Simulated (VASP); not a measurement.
# How a change of volume changes InSb (F-43m)

How do the elastic response and the band edges of InSb follow a change of volume?

Method: PBEsol; plane waves and PAW (In_d, Sb), in the first sound run; inputs show where later runs differ, in VASP 6.6.1.

## Step 1: Starting point

It takes space group F-43m (No. 216, cubic). Conventional cell: a = 6.479 Å, b = 6.479 Å, c = 6.479 Å, α = 90.00°, β = 90.00°, γ = 90.00°. Nearest to In lie 4 Sb at 2.81 Å. Sb has 4 In at 2.81 Å nearest. Farther neighbours are not listed.

Coordinates:

```cif
data_structure
_symmetry_space_group_name_H-M 'P 1'
_symmetry_Int_Tables_number 1
_cell_length_a 4.5813
_cell_length_b 4.5813
_cell_length_c 4.5813
_cell_angle_alpha 60.000
_cell_angle_beta 60.000
_cell_angle_gamma 60.000
_cell_volume 67.99
loop_
_atom_site_label
_atom_site_type_symbol
_atom_site_fract_x
_atom_site_fract_y
_atom_site_fract_z
_atom_site_occupancy
In1 In 0.00000 0.00000 0.00000 1
Sb2 Sb 0.25000 0.25000 0.25000 1
```

## Step 2: Relax the crystal, PBEsol

The series starts from the cell that this level prefers, so that zero strain is near zero stress.

This step took 2 runs in a row; the last is shown.

Level: PBEsol; plane waves and PAW (In_d, Sb).

Input file INCAR:

```
SYSTEM = InSb
PREC = Accurate
ENCUT = 450
EDIFF = 1E-07
NELM = 120
ISMEAR = 0
SIGMA = 0.02
LREAL = .FALSE.
ALGO = Normal
GGA = PS
NBANDS = 15
LASPH = .TRUE.
LORBIT = 11
LWAVE = .FALSE.
LCHARG = .FALSE.
KPAR = 12
IBRION = 2
NSW = 40
ISIF = 3
EDIFFG = -0.005
POTIM = 0.4
```

Input file POSCAR:

```
InSb
1.0
    0.0000000000      3.2608859940      3.2608859940
    3.2608859940      0.0000000000      3.2608859940
    3.2608859940      3.2608859940      0.0000000000
In Sb
1 1
Direct
    0.0000000000      0.0000000000      0.0000000000
    0.2500000000      0.2500000000      0.2500000000
```

Input file KPOINTS:

```
Automatic mesh
0
Gamma
8 8 8
0 0 0
```

PAW data sets: In_d and Sb (PBE family, release 64).

On the command line:

```bash
mpirun -np 12 vasp_std
```

The log of the run:

```text
[banner, memory and clock lines left out]
running   12 mpi-ranks, on    1 nodes
[...]
|                                                                             |
|           W    W    AA    RRRRR   N    N  II  N    N   GGGG   !!!           |
|           W    W   A  A   R    R  NN   N  II  NN   N  G    G  !!!           |
|           W    W  A    A  R    R  N N  N  II  N N  N  G       !!!           |
|           W WW W  AAAAAA  RRRRR   N  N N  II  N  N N  G  GGG   !            |
|           WW  WW  A    A  R   R   N   NN  II  N   NN  G    G                |
|           W    W  A    A  R    R  N    N  II  N    N   GGGG   !!!           |
|                                                                             |
|     For optimal performance we recommend to set                             |
|       NCORE = 2 up to number-of-cores-per-socket                            |
|     NCORE specifies how many cores store one orbital (NPAR=cpu/NCORE).      |
|     This setting can greatly improve the performance of VASP for DFT.       |
[...]
|     You enforced a specific xc type in the INCAR file but a different       |
|     [... a line on the potential file left out ...]
|     I HOPE YOU KNOW WHAT YOU ARE DOING!                                     |
|                                                                             |

 LDA part: xc-table for (Slater+PW92), standard interpolation
 POSCAR, INCAR and KPOINTS ok, starting setup
[...]
entering main loop
       N       E                     dE             d eps       ncg     rms          rms(c)
DAV:   1     0.109302008088E+03    0.10930E+03   -0.73916E+03   870   0.106E+03
DAV:   2    -0.525982122985E+00   -0.10983E+03   -0.10683E+03   919   0.277E+02
DAV:   3    -0.763874222151E+01   -0.71128E+01   -0.70817E+01  1108   0.755E+01
DAV:   4    -0.782722606850E+01   -0.18848E+00   -0.18838E+00  1080   0.143E+01
[...]
DAV:  11    -0.769585218227E+01   -0.21064E-04   -0.36290E-05   975   0.516E-02    0.226E-02
DAV:  12    -0.769585279630E+01   -0.61403E-06   -0.13049E-06  1070   0.963E-03    0.597E-03
DAV:  13    -0.769585275130E+01    0.44997E-07   -0.60730E-07  1024   0.604E-03
   1 F= -.76958528E+01 E0= -.76958226E+01  d E =-.769585E+01
[...]
reached required accuracy - stopping structural energy minimisation
```

The job ended after 5.8 s (12 MPI ranks of Intel Xeon Platinum 8488C (Sapphire Rapids), shared host; peak memory 2.3 GiB).

The logs omit lines about the potential files and the build; timing stands in the text.

OUTCAR, selected parts (step 2):

```text
  Total       -0.0015933     -0.0015933     -0.0015933      0.0000000     -0.0000000      0.0000000
  in kB       -0.0368110     -0.0368110     -0.0368110      0.0000000     -0.0000000      0.0000000
  external PRESSURE =      -0.0368110 kB  Pullay stress =       0.0000000 kB

 POSITION                                       TOTAL-FORCE (eV/Angst)
 -----------------------------------------------------------------------------------
      0.00000      0.00000      0.00000         0.000000      0.000000      0.000000
      1.63044      1.63044      1.63044        -0.000000     -0.000000     -0.000000
 -----------------------------------------------------------------------------------
    total drift:                               -0.000000     -0.000000     -0.000000

  FREE ENERGIE OF THE ION-ELECTRON SYSTEM (eV)
  ---------------------------------------------------
  free  energy   TOTEN  =        -7.6958527513 eV

  energy  without entropy=       -7.6957924926  energy(sigma->0) =       -7.69582262

 reached required accuracy - stopping structural energy minimisation

[... 3 further parts left out ...]
[key lines of the parts left out:]
E-fermi :   4.7638
```

Numbers from this step:

- energy(sigma→0) of the program: -7.6958 eV
- stress, compression positive: xx, yy, zz 0.00, 0.00, 0.00 GPa
- volume: 69.348 Å³
- ionic steps: 1

## Step 3: Relax at fixed volume, PBEsol

One member in full: the volume is scaled by 1.06, and the cell is held.

Level: PBEsol; plane waves and PAW (In_d, Sb).

INCAR: that of step 2 with these lines changed.

```diff
@@ -15,7 +15,8 @@
 LCHARG = .FALSE.
-KPAR = 12
+KPAR = 3
 IBRION = 2
 NSW = 40
-ISIF = 3
-EDIFFG = -0.005
+ISIF = 2
+EDIFFG = -0.004
 POTIM = 0.4
+MAXMIX = 40
```

Input file POSCAR:

```
InSb
1.0
    0.0000000000      3.3248411719      3.3248411719
    3.3248411719      0.0000000000      3.3248411719
    3.3248411719      3.3248411719      0.0000000000
In Sb
1 1
Direct
    0.0000000000      0.0000000000      0.0000000000
    0.2500000000      0.2500000000      0.2500000000
```

KPOINTS is that of step 2.

On the command line:

```bash
mpirun -np 3 vasp_std
```

The log of the run:

```text
[banner, memory and clock lines left out]
running    3 mpi-ranks, on    1 nodes
[...]
[... a notice as in an earlier step ...]

 LDA part: xc-table for (Slater+PW92), standard interpolation
 POSCAR, INCAR and KPOINTS ok, starting setup
[...]
entering main loop
       N       E                     dE             d eps       ncg     rms          rms(c)
DAV:   1     0.108831509897E+03    0.10883E+03   -0.73241E+03   870   0.104E+03
DAV:   2    -0.642458428395E+00   -0.10947E+03   -0.10659E+03   933   0.269E+02
DAV:   3    -0.760138690669E+01   -0.69589E+01   -0.69236E+01  1115   0.739E+01
DAV:   4    -0.778630798282E+01   -0.18492E+00   -0.18485E+00  1015   0.146E+01
[...]
DAV:  13    -0.766618082772E+01   -0.17929E-06   -0.75743E-07  1017   0.683E-03    0.376E-03
DAV:  14    -0.766618070152E+01    0.12620E-06   -0.58749E-08   925   0.161E-03    0.109E-03
DAV:  15    -0.766618070754E+01   -0.60140E-08   -0.14603E-08   645   0.714E-04
   1 F= -.76661807E+01 E0= -.76661506E+01  d E =-.766618E+01
[...]
reached required accuracy - stopping structural energy minimisation
```

Elapsed: 12 s, on 3 MPI ranks; peak memory 0.63 GiB; 33 s of CPU time.

OUTCAR, selected parts (step 3):

```text
  Total       -0.9925006     -0.9925006     -0.9925006      0.0000000      0.0000000      0.0000000
  in kB      -21.6320976    -21.6320976    -21.6320976      0.0000000      0.0000000      0.0000000
  external PRESSURE =     -21.6320976 kB  Pullay stress =       0.0000000 kB

 POSITION                                       TOTAL-FORCE (eV/Angst)
 -----------------------------------------------------------------------------------
      0.00000      0.00000      0.00000         0.000000      0.000000     -0.000000
      1.66242      1.66242      1.66242        -0.000000     -0.000000      0.000000
 -----------------------------------------------------------------------------------
    total drift:                               -0.000000     -0.000000     -0.000000

  FREE ENERGIE OF THE ION-ELECTRON SYSTEM (eV)
  ---------------------------------------------------
  free  energy   TOTEN  =        -7.6661807075 eV

  energy  without entropy=       -7.6661204488  energy(sigma->0) =       -7.66615058

[... 2 parts as in an earlier step ...]

[... 2 further parts left out ...]
[key lines of the parts left out:]
E-fermi :   4.1826
```

This run gave:

| Item | Value |
| --- | --- |
| energy(sigma→0) of the program | -7.6662 eV |
| stress, compression positive | xx, yy, zz -2.16, -2.16, -2.16 GPa |
| ionic steps | 1 |

## Step 4: Band edges, TB-mBJ with spin-orbit coupling

Short lines in KPOINTS_OPT sample the zone centre, for masses, and the other valleys.

Level: TB-mBJ, spin-orbit coupling; plane waves and PAW (In_d, Sb).

TB-mBJ has no energy functional, so the total energy, stress and pressure in this output mean nothing.

Input file INCAR:

```
SYSTEM = InSb
PREC = Accurate
ENCUT = 450
EDIFF = 1E-06
NELM = 150
ISMEAR = 0
SIGMA = 0.02
LREAL = .FALSE.
ALGO = Normal
METAGGA = MBJ
LASPH = .TRUE.
LNONCOLLINEAR = .TRUE.
MAGMOM = 0 0 0 0 0 0
NBANDS = 28
GGA_COMPAT = .FALSE.
LSORBIT = .TRUE.
LWAVE = .FALSE.
LCHARG = .FALSE.
KPAR = 3
```

POSCAR is that of step 3.

Input file KPOINTS:

```
Automatic mesh
0
Gamma
6 6 6
0 0 0
```

Input file KPOINTS_OPT:

```
Line mode
6
Line-mode
Reciprocal
  0.00000000   0.00000000   0.00000000
  0.02645825   0.02645825   0.00000000

  0.00000000   0.00000000   0.00000000
  0.00000000  -0.02645825  -0.02645825

  0.31000000   0.31000000   0.00000000
  0.50000000   0.50000000   0.00000000

  0.00000000   0.31000000   0.31000000
  0.00000000   0.50000000   0.50000000

  0.45000000   0.45000000   0.45000000
  0.50000000   0.50000000   0.50000000

  0.45000000   0.00000000   0.00000000
  0.50000000   0.00000000   0.00000000

  0.42500000   0.42500000   0.00000000
  0.42500000   0.45145825   0.02645825

  0.50000000   0.50000000   0.50000000
  0.48129120   0.51870880   0.50000000
```

On the command line:

```bash
mpirun -np 3 vasp_ncl
```

The log of the run:

```text
[banner, memory and clock lines left out]
running    3 mpi-ranks, on    1 nodes
[...]
[... a notice as in an earlier step ...]

 LDA part: xc-table for (None), standard interpolation
 POSCAR, INCAR and KPOINTS ok, starting setup
[...]
entering main loop
       N       E                     dE             d eps       ncg     rms          rms(c)
DAV:   1     0.730315877645E+03    0.73032E+03   -0.69641E+03  1232   0.113E+03
DAV:   2     0.599720564836E+03   -0.13060E+03   -0.12665E+03  1296   0.304E+02
DAV:   3     0.588314429893E+03   -0.11406E+02   -0.11279E+02  1572   0.109E+02
DAV:   4     0.587876853959E+03   -0.43758E+00   -0.43678E+00  1496   0.237E+01
[...]
DAV:  22     0.589446249168E+03    0.28932E-03   -0.42907E-07   952   0.457E-03    0.131E-02
DAV:  23     0.589447638067E+03    0.13889E-02   -0.13816E-06  1096   0.701E-03    0.750E-03
DAV:  24     0.589447638180E+03    0.11338E-06   -0.57377E-07   900   0.812E-03
   1 F= 0.58944764E+03 E0= 0.58944769E+03  d E =-.104480E-03  mag=    -0.0000    -0.0000     0.0000
 Start KPOINTS_OPT (optional k-point list driver)
k-point batch [1-22\48]
       N       E                     dE             ncg
DAV:   1     0.102356909470E+04   -0.30696E+04     1232
DAV:   2    -0.186351273319E+04   -0.28871E+04     1276
DAV:   3    -0.216515226516E+04   -0.30164E+03     1576
DAV:   4    -0.217833545940E+04   -0.13183E+02     1472
DAV:   5    -0.217947318055E+04   -0.11377E+01     2344
DAV:   6    -0.217948229125E+04   -0.91107E-02     1632
DAV:   7    -0.217948272879E+04   -0.43754E-03     2192
DAV:   8    -0.217948274388E+04   -0.15087E-04     1772
DAV:   9    -0.217948274448E+04   -0.59948E-06     1152
[...]
k-point batch [45-48\48]
       N       E                     dE             ncg
DAV:   1     0.757794922581E+04   -0.14256E+04      224
DAV:   2     0.706556529041E+04   -0.51238E+03      232
DAV:   3     0.701403046346E+04   -0.51535E+02      272
DAV:   4     0.701195280166E+04   -0.20777E+01      272
DAV:   5     0.701178248588E+04   -0.17032E+00      424
DAV:   6     0.701178034291E+04   -0.21430E-02      304
DAV:   7     0.701178024970E+04   -0.93216E-04      408
DAV:   8     0.701178024726E+04   -0.24434E-05      340
DAV:   9     0.701178024718E+04   -0.76721E-07      168
```

The job ended after 2.1 min (3 MPI ranks; peak memory 1.4 GiB).

Parts of OUTCAR (step 4):

```text
  LATTYP: Found a face centered cubic cell.
 ALAT       =     6.6496823438

 Subroutine GETGRP returns: Found 24 space group operations
 (whereof 24 operations were pure point group operations)

The static configuration has the point symmetry T_d .

 Found     22 irreducible k-points:

   k-points           NKPTS =     22   k-points in BZ     NKDIM =     22   number of bands    NBANDS=     28

   dimension x,y,z NGX =    36 NGY =   36 NGZ =   36
   dimension x,y,z NGXF=    72 NGYF=   72 NGZF=   72

   ENCUT  =  450.0 eV  33.07 Ry    5.75 a.u.   8.13  8.13  8.13*2*pi/ulx,y,z

   NELECT =      18.0000    total number of electrons

 E-fermi :   4.4742

 k-point     1 :       0.0000    0.0000    0.0000
  band No.  band energies     occupation
    ...
     14       3.7995      1.00000
     15       4.3122      1.00000
     16       4.3122      1.00000
     17       4.4742      0.50002
     18       4.4742      0.50002
     19       4.4742      0.49998
     20       4.4742      0.49998
     21       7.2859      0.00000
     22       7.2859      0.00000
     23       7.6551      0.00000
    ...

 k-point     2 :       0.1667    0.0000    0.0000
  band No.  band energies     occupation
    ...
     14       2.0674      1.00000
     15       3.7625      1.00000
     16       3.7625      1.00000
     17       4.1966      1.00000
     18       4.2024      1.00000
     19       5.4854      0.00000
     20       5.4854      0.00000
     21       7.8009      0.00000
     22       7.8009      0.00000
     23       8.0469      0.00000
    ...

  Total      -47.1037199    -47.1037199    -47.1037199      0.0000000     -0.0000000     -0.0000000
  in kB    -1026.6515824  -1026.6515824  -1026.6515824      0.0000000     -0.0000000     -0.0000000
  external PRESSURE =   -1026.6515824 kB  Pullay stress =       0.0000000 kB

 POSITION                                       TOTAL-FORCE (eV/Angst)
 -----------------------------------------------------------------------------------
      0.00000      0.00000      0.00000        -0.000000     -0.000000     -0.000000
      1.66242      1.66242      1.66242         0.000000      0.000000      0.000000
 -----------------------------------------------------------------------------------
    total drift:                               -0.000000     -0.000000     -0.000000

  FREE ENERGIE OF THE ION-ELECTRON SYSTEM (eV)
  ---------------------------------------------------
  free  energy   TOTEN  =       589.4476381802 eV

  energy  without entropy=      589.4477426597  energy(sigma->0) =      589.44769042

 Spin-Orbit-Coupling matrix elements
 Ion:    1  E_soc:     -0.0679373
 Ion:    2  E_soc:     -0.1278030

[... 1 part as in an earlier step ...]

[... 7 further parts left out ...]
```

(Part 1 of 2 ends here.)

[Lines on the potential files, build, host, timing and source positions are cut from VASP's logs without a mark.]

[Logs are printed without paths, hosts, clocks, repeated set-up lines and the standing remarks that a program may print on its own settings, such as how far it seeks lower states.]

[Hosts, paths, dates, database ids (printed as entryN), source tags and the programs' standing remarks are cut or masked in the printed files.]

[In band tables of VASP the shares of atoms and orbitals are scaled to a sum of 1 inside the atoms' spheres.]
